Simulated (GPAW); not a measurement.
Crystal: Si2Ni.

```
Ni Si
1.0
     0.00000    2.70300    2.70300
     2.70300    0.00000    2.70300
     2.70300    2.70300    0.00000
Ni Si
1 2
Direct
  0.00000 0.00000 0.00000
  0.75000 0.75000 0.75000
  0.25000 0.25000 0.25000
```

- Program: GPAW 26.7.0
- Task: relaxation of cell and atoms
- Functional: RPBE
- Potentials or basis: the program's PAW data sets (release 1.2.1) made for this functional
- Cutoff: 600 eV
- Basis: pw
- k mesh: 9 × 9 × 9
- Occupations: fermi-dirac, width 0.05 eV
- Spin: collinear spin, ferromagnetic start
- Starting moments: [1.0, 0.0, 0.0] μB

At the start: pressure 8.0 GPa; volume 13.17 Å³/atom.

Q: How do energy, volume and symmetry change on relaxing?

A: Over 4 steps the energy falls by 17.4 meV/atom and the volume is 13.87 Å³/atom (+5.4 %); space group Fm-3m (No. 225, to 0.05 Å); moment 0.00 μB per cell.

The path:
| step | energy change (eV) | largest force (eV/Å) | pressure (GPa) | volume (Å³) |
| --- | --- | --- | --- | --- |
| 1 | 0.0000 | 0.0000 | 7.97 | 39.50 |
| 2 | -0.0170 | 0.0000 | 6.43 | 39.87 |
| 3 | -0.0522 | 0.0000 | 0.26 | 41.54 |
| 4 | -0.0523 | 0.0000 | 0.01 | 41.62 |

Final structure:
```
Ni Si
1.0
     0.00000    2.75048    2.75048
     2.75048    0.00000    2.75048
     2.75048    2.75048    0.00000
Ni Si
1 2
Direct
  0.00000 0.00000 0.00000
  0.75000 0.75000 0.75000
  0.25000 0.25000 0.25000
```

Caveat: each step starts from the last one's moments, so a moment once lost doesn't come back; the stock nickel data set gives pressures a few GPa off other programs; later steps reuse the first step's grids.
